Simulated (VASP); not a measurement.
# Hf (P6_3/mmc) in VASP: further runs

Runs on Hf. Level: LDA. Tasks: equation of state.

All numbers are computed with VASP 6.6.1; they aren't measurements. Logs are shortened: lines on timing, memory, paths and dates and some standing lists are left out, and cuts for length are marked.

### Step 1. Starting point

It takes space group P6_3/mmc (No. 194, hexagonal). The conventional cell has a = 3.124 Å, b = 3.124 Å, c = 4.940 Å, α = 90.00°, β = 90.00°, γ = 120.00°. Hf (site symmetry -6m2) is surrounded by 12 Hf at 3.06 to 3.12 Å.

### Step 2. Equation of state, LDA, 20.04 Å³/atom (a relaxed cell with its volume scaled by 0.96)

Contents of INCAR:

```
SYSTEM = Hf
ALGO     = Fast           ! electronic algorithm
EDIFF    = 1E-6           ! SCF threshold, eV
ENCUT    = 520            ! plane-wave cutoff, eV
GGA      = CA             ! functional
ISIF     = 2              ! what is computed and relaxed
ISMEAR   = -1             ! smearing method
LASPH    = .TRUE.         ! aspherical terms in the spheres
LCHARG   = .FALSE.        ! write CHGCAR
LREAL    = .FALSE.        ! projectors in reciprocal space
LWAVE    = .FALSE.        ! write WAVECAR
NELM     = 80             ! most SCF steps
PREC     = Accurate       ! precision mode
SIGMA    = 0.05           ! smearing width, eV
```

Contents of KPOINTS:

```
k-points
0
G
  8 8 4
  0 0 0
```

Contents of POSCAR:

```
Hf                                      
1.0
    3.0815180878      0.0000000000      0.0000000000
   -1.5407590439      2.6686729463     -0.0000000000
   -0.0000000000     -0.0000000000      4.8727704417
  Hf            
     2
Direct
     0.6666666667000030    0.3333333332999970    0.7500000000000000
     0.3333333332999970    0.6666666667000030    0.2500000000000000
```

Potentials or basis: VASP PAW LDA potentials, release 64 (Hf_pv).

Command:

```bash
cat potpaw_LDA.64/Hf_pv/POTCAR > POTCAR
mpirun -np 1 vasp_std > vasp.out
```

OUTCAR:

```text
SYSTEM = Hf
   EDIFF = 1E-6
   ENCUT = 520
   GGA = CA
   ISIF = 2
   ISMEAR = -1
   LASPH = .TRUE.
   LREAL = .FALSE.
   NELM = 80
   PREC = Accurate

 ion  position               nearest neighbor table
   1  0.667  0.333  0.750-   2 3.02   2 3.02   2 3.02   2 3.02   2 3.02   2 3.02
   2  0.333  0.667  0.250-   1 3.02   1 3.02   1 3.02   1 3.02   1 3.02   1 3.02

  LATTYP: Found a hexagonal cell.
 ALAT       =     3.0815180878
 C/A-ratio  =     1.5812889306

  Lattice vectors:

 A1 = (   3.0815180878,   0.0000000000,   0.0000000000)
 A2 = (  -1.5407590439,   2.6686729463,   0.0000000000)
 A3 = (   0.0000000000,   0.0000000000,   4.8727704417)

Analysis of symmetry for initial positions (statically):
=====================================================================
 Subroutine PRICEL returns:
 Original cell was already a primitive cell.

 Routine SETGRP: Setting up the symmetry group for a
 hexagonal supercell.

 Subroutine GETGRP returns: Found 24 space group operations
 (whereof 12 operations were pure point group operations)
 out of a pool of 24 trial point group operations.

The static configuration has the point symmetry D_3d.
 The point group associated with its full space group is D_6h.

Analysis of symmetry for dynamics (positions and initial velocities):
=====================================================================
 Subroutine PRICEL returns:
 Original cell was already a primitive cell.

 Routine SETGRP: Setting up the symmetry group for a
 hexagonal supercell.

 Subroutine GETGRP returns: Found 24 space group operations
 (whereof 12 operations were pure point group operations)
 out of a pool of 24 trial point group operations.

The dynamic configuration has the point symmetry D_3d.
 The point group associated with its full space group is D_6h.

 Subroutine INISYM returns: Found 24 space group operations
 (whereof 12 operations are pure point group operations),
 and found     1 'primitive' translations

----------------------------------------------------------------------------------------

                                     Primitive cell

  volume of cell :      40.0715

  direct lattice vectors                    reciprocal lattice vectors
     3.081518088  0.000000000  0.000000000     0.324515376  0.187359040  0.000000000
    -1.540759044  2.668672946  0.000000000     0.000000000  0.374718079  0.000000000
     0.000000000  0.000000000  4.872770442     0.000000000  0.000000000  0.205222062

[... 94 lines left out ...]
   NELECT =      20.0000    total number of electrons
   NUPDOWN=      -1.0000    fix difference up-down
   EMIN   =  10.00;   EMAX   =-10.00  energy-range for DOS
   EFERMI =   0.00;   METHOD = LEGACY
   ISMEAR =    -1;   SIGMA  =   0.05  broadening in eV -4-tet -1-fermi 0-gaus
   EFERMI_NEDOS =   21; number of points for ismear=-14 and -15
   IALGO  =     68    algorithm
   IMIX   =      4    mixing-type and parameters
     AMIX     =   0.40;   BMIX     =  1.00
     AMIX_MAG =   1.60;   BMIX_MAG =  1.00
  volume/ion in A,a.u.               =      20.04       135.21
  Fermi-wavevector in a.u.,A,eV,Ry     =   1.298592  2.453984 22.944075  1.686342
  Thomas-Fermi vector in A             =   2.429911
   LORBIT       =      0    0 simple, 1 ext, 2 COOP (PROOUT), +10 PAW based schemes
   GGA     = CA    functional components
   LHFCALC =     F    Hartree Fock is set to
   AEXX    =    0.0000 exact exchange contribution
   IVDW    =     0    specifies the selected vdW correction
   LEPSILON=     F    determine dielectric tensor
   LRPA    =     F    only Hartree local field effects (RPA)
 non-spin polarized calculation
 RMM-DIIS sequential band-by-band and
  energy-cutoff  :      520.00
  volume of cell :       40.07
 maximum number of plane-waves:      1100
 NGX is ok and might be reduce to    24
   NGX = 11   NGY = 11   NGZ = 19

 number of electron      20.0000006 magnetization

 Free energy of the ion-electron system (eV)
  ---------------------------------------------------
  ext. energy  EPLUGINS =         0.00000000
  ---------------------------------------------------
  free energy    TOTEN  =       -21.38523092 eV

  energy without entropy =      -21.37390616  energy(sigma->0) =      -21.37956854

 E-fermi :   5.6768     XC(G=0): -11.9827

 val. band max:        5.5219979980   @ k =   0.3750   0.2500   0.5000
 cond. band min:       5.7006049974   @ k =   0.3750   0.2500   0.2500
 fundamental gap:      0.1786069995
 Fermi energy:         5.6768463542

 k-point     1 :       0.0000    0.0000    0.0000
  band No.  band energies     occupation
      1     -25.3208      2.00000
      2     -24.2462      2.00000
      3     -24.2462      2.00000
      4     -24.0624      2.00000
      5     -24.0624      2.00000
      6     -24.0501      2.00000
      7      -2.0750      2.00000
      8       1.5369      2.00000
      9       6.7163      0.00000
     10       6.7163      0.00000
     11       6.8568      0.00000
     12       7.0500      0.00000
     13       7.6596      0.00000
     14       7.6596      0.00000
[... 377 lines left out ...]
      1     -25.0899      2.00000
      2     -25.0899      2.00000
      3     -24.3636      2.00000
      4     -24.3636      2.00000
      5     -24.3217      2.00000
      6     -24.3217      2.00000
      7       1.8525      2.00000
      8       1.8525      2.00000
      9       4.4952      2.00000
     10       4.4952      2.00000
     11       6.6786      0.00000
     12       6.6786      0.00000
     13       8.3575      0.00000
     14       8.3575      0.00000

 [... further k-points ...]

------------------------ aborting loop because EDIFF is reached ----------------------------------------

  FORCE on cell =-STRESS in cart. coord.  units (eV):
  Direction    XX          YY          ZZ          XY          YZ          ZX
  --------------------------------------------------------------------------------------
  -------------------------------------------------------------------------------------
  Total        1.3512785      1.3512785      1.4318968      0.0000000      0.0000000      0.0000000
  in kB       54.0280649     54.0280649     57.2514196      0.0000000      0.0000000      0.0000000
  external PRESSURE =      55.1025165 kB  Pullay stress =       0.0000000 kB

 VOLUME and BASIS-vectors are now :
 -----------------------------------------------------------------------------
  energy-cutoff  :      520.00
  volume of cell :       40.07
      direct lattice vectors                 reciprocal lattice vectors
     3.081518088  0.000000000  0.000000000     0.324515376  0.187359040  0.000000000
    -1.540759044  2.668672946  0.000000000     0.000000000  0.374718079  0.000000000
     0.000000000  0.000000000  4.872770442     0.000000000  0.000000000  0.205222062

 POSITION                                       TOTAL-FORCE (eV/Angst)
 -----------------------------------------------------------------------------------
      1.54076      0.88956      3.65458        -0.000000      0.000000      0.000000
     -0.00000      1.77912      1.21819         0.000000      0.000000      0.000000
 -----------------------------------------------------------------------------------
    total drift:                               -0.000000      0.000000     -0.000000

  FREE ENERGIE OF THE ION-ELECTRON SYSTEM (eV)
  ---------------------------------------------------
  free  energy   TOTEN  =       -21.3852309185 eV

  energy  without entropy=      -21.3739061630  energy(sigma->0) =      -21.37956854
```

OSZICAR:

```text
N       E                     dE             d eps       ncg     rms          rms(c)
DAV:   1     0.501567270709E+02    0.50157E+02   -0.11881E+04   848   0.137E+03
DAV:   2    -0.201448386343E+02   -0.70302E+02   -0.69096E+02  1080   0.279E+02
DAV:   3    -0.220342518566E+02   -0.18894E+01   -0.18434E+01  1116   0.308E+01
DAV:   4    -0.220498504173E+02   -0.15599E-01   -0.15590E-01   978   0.340E+00
DAV:   5    -0.220500705720E+02   -0.22015E-03   -0.22014E-03  1104   0.315E-01    0.703E+01
RMM:   6    -0.215665549443E+02    0.48352E+00   -0.36228E-01   841   0.431E+00    0.423E+01
RMM:   7    -0.213915597864E+02    0.17500E+00   -0.82216E-01   909   0.642E+00    0.221E+00
RMM:   8    -0.213841325457E+02    0.74272E-02   -0.71242E-02   863   0.220E+00    0.208E-01
RMM:   9    -0.213851861035E+02   -0.10536E-02   -0.11577E-02  1132   0.738E-01    0.655E-01
RMM:  10    -0.213853908176E+02   -0.20471E-03   -0.14171E-03  1131   0.276E-01    0.127E+00
RMM:  11    -0.213853127517E+02    0.78066E-04   -0.16155E-04  1055   0.925E-02    0.793E-01
RMM:  12    -0.213852319413E+02    0.80810E-04   -0.14562E-04   925   0.875E-02    0.906E-02
RMM:  13    -0.213852310841E+02    0.85717E-06   -0.24645E-05  1038   0.388E-02    0.697E-02
RMM:  14    -0.213852309185E+02    0.16566E-06   -0.35933E-06   771   0.140E-02
   1 F= -.21385231E+02 E0= -.21379569E+02  d E =-.113248E-01
```

Run time: 21 s. Hardware: 1 thread of Intel Xeon Platinum 8488C (Sapphire Rapids), shared host; peak memory 0.14 GiB.

Results:

```
Free energy            : -21.3852 eV
Pressure               : 5.5 GPa
Band gap on the k mesh : none (metal or under the smearing width)
```

### Step 3. Equation of state, LDA, 20.45 Å³/atom (a relaxed cell with its volume scaled by 0.98)

INCAR is that of step 2.

KPOINTS is that of step 2.

Contents of POSCAR:

```
Hf                                      
1.0
    3.1027706083      0.0000000000      0.0000000000
   -1.5513853041      2.6870781689     -0.0000000000
   -0.0000000000     -0.0000000000      4.9063768170
  Hf            
     2
Direct
     0.6666666667000030    0.3333333332999970    0.7500000000000000
     0.3333333332999970    0.6666666667000030    0.2500000000000000
```

Potentials or basis: VASP PAW LDA potentials, release 64 (Hf_pv).

Command:

```bash
cat potpaw_LDA.64/Hf_pv/POTCAR > POTCAR
mpirun -np 1 vasp_std > vasp.out
```

It took 18 s on 1 thread of Intel Xeon Platinum 8488C (Sapphire Rapids), shared host; peak memory 0.14 GiB.

The run converged. Its results:

| Quantity | Value |
| --- | --- |
| Free energy | -21.4059 eV |
| Pressure | 2.6 GPa |
| Band gap on the k mesh | none (metal or under the smearing width) |

### Step 4. Equation of state, LDA, 20.87 Å³/atom

INCAR is that of step 3.

KPOINTS is that of step 3.

Contents of POSCAR:

```
Hf                                      
1.0
    3.1237359105      0.0000000000      0.0000000000
   -1.5618679553      2.7052346533     -0.0000000000
   -0.0000000000     -0.0000000000      4.9395290174
  Hf            
     2
Direct
     0.6666666667000030    0.3333333332999970    0.7500000000000000
     0.3333333332999970    0.6666666667000030    0.2500000000000000
```

Command:

```bash
cat potpaw_LDA.64/Hf_pv/POTCAR > POTCAR
mpirun -np 1 vasp_std > vasp.out
```

Run time: 17 s. Hardware: 1 thread of Intel Xeon Platinum 8488C (Sapphire Rapids), shared host; peak memory 0.14 GiB.

It converged, with:

| Property | Result |
| --- | --- |
| Free energy | -21.4122 eV |
| Pressure | 0.0 GPa |
| Band gap on the k mesh | none (metal or under the smearing width) |

### Step 5. Equation of state, LDA, 21.29 Å³/atom (a relaxed cell with its volume scaled by 1.02)

INCAR is that of step 4.

KPOINTS is that of step 4.

Contents of POSCAR:

```
Hf                                      
1.0
    3.1444235062      0.0000000000      0.0000000000
   -1.5722117531      2.7231506367     -0.0000000000
   -0.0000000000     -0.0000000000      4.9722420834
  Hf            
     2
Direct
     0.6666666667000030    0.3333333332999970    0.7500000000000000
     0.3333333332999970    0.6666666667000030    0.2500000000000000
```

Command:

```bash
cat potpaw_LDA.64/Hf_pv/POTCAR > POTCAR
mpirun -np 1 vasp_std > vasp.out
```

Run time: 17 s. Hardware: 1 thread of Intel Xeon Platinum 8488C (Sapphire Rapids), shared host; peak memory 0.14 GiB.

Results (log left out):

| Quantity | Value |
| --- | --- |
| Free energy | -21.4054 eV |
| Pressure | -2.4 GPa |
| Band gap on the k mesh | none (metal or under the smearing width) |

### Step 6. Equation of state, LDA, 21.71 Å³/atom (a relaxed cell with its volume scaled by 1.04)

INCAR is that of step 5.

KPOINTS is that of step 5.

Contents of POSCAR:

```
Hf                                      
1.0
    3.1648424128      0.0000000000      0.0000000000
   -1.5824212064      2.7408339285     -0.0000000000
   -0.0000000000     -0.0000000000      5.0045302744
  Hf            
     2
Direct
     0.6666666667000030    0.3333333332999970    0.7500000000000000
     0.3333333332999970    0.6666666667000030    0.2500000000000000
```

Potentials or basis: VASP PAW LDA potentials, release 64 (Hf_pv).

Command:

```bash
cat potpaw_LDA.64/Hf_pv/POTCAR > POTCAR
mpirun -np 1 vasp_std > vasp.out
```

It took 16 s on 1 thread of Intel Xeon Platinum 8488C (Sapphire Rapids), shared host; peak memory 0.14 GiB.

Results (log left out):

```
Free energy            : -21.3867 eV
Pressure               : -4.6 GPa
Band gap on the k mesh : none (metal or under the smearing width)
```

### Step 7. Equation of state, LDA

This step only gathers the single runs of the series.

What came out:

```yaml
Equilibrium_volume: 20.86 Å³/atom
Bulk_modulus_at_fixed_shape_and_positions: 126 GPa
Pressure_derivative_of_the_bulk_modulus: "3.6 (rough: it moves with the points fitted)"
```

Energy against volume, from the lowest point:
```csv
volume (Å³/atom),energy (meV/atom)
20.036,13.51
20.453,3.16
20.871,0.00
21.288,3.40
21.705,12.78
```

Caveat: the cell was scaled at fixed shape and fractional positions, which overstates the stiffness of a crystal with free parameters, most of all of layers and chains.
